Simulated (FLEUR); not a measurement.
## Sb: equation of state with r2SCAN

Crystal: Sb.

```
Sb
1.0
     3.35453    0.00000    0.00000
    -1.67727    2.90511    0.00000
     0.00000    0.00000    5.47016
Sb
2
Direct
  0.66667 0.33333 0.75000
  0.33333 0.66667 0.25000
```

This isn't the form of Sb at room conditions, which is rhombohedral.

```json
{
  "Program": "FLEUR MaX-R8.1 (later development tree)",
  "Task": "equation of state",
  "Functional": "r2SCAN",
  "Potentials or basis": "all-electron",
  "Basis": "FLAPW",
  "Kmax": "4.1 1/bohr",
  "k mesh": "9 × 9 × 5",
  "Occupations": "fermi-dirac, width 0.05 eV",
  "Spin": "no spin polarisation"
}
```

The equilibrium volume is 26.95 Å³/atom and the bulk modulus at fixed shape and positions is 60 GPa.

Energy against volume, from the lowest point:
```csv
volume (Å³/atom),energy (meV/atom)
25.055,28.51
25.588,13.75
26.654,0.00
27.720,3.21
28.253,10.07
```

Caveat: the meta-GGA is that of a development version, with a GGA for the radial functions and cores and without core tails; the cell was scaled at fixed shape and fractional positions, which overstates the stiffness of a crystal with free parameters, most of all of layers and chains. Spin-orbit coupling is left out, which matters for the levels of Sb.
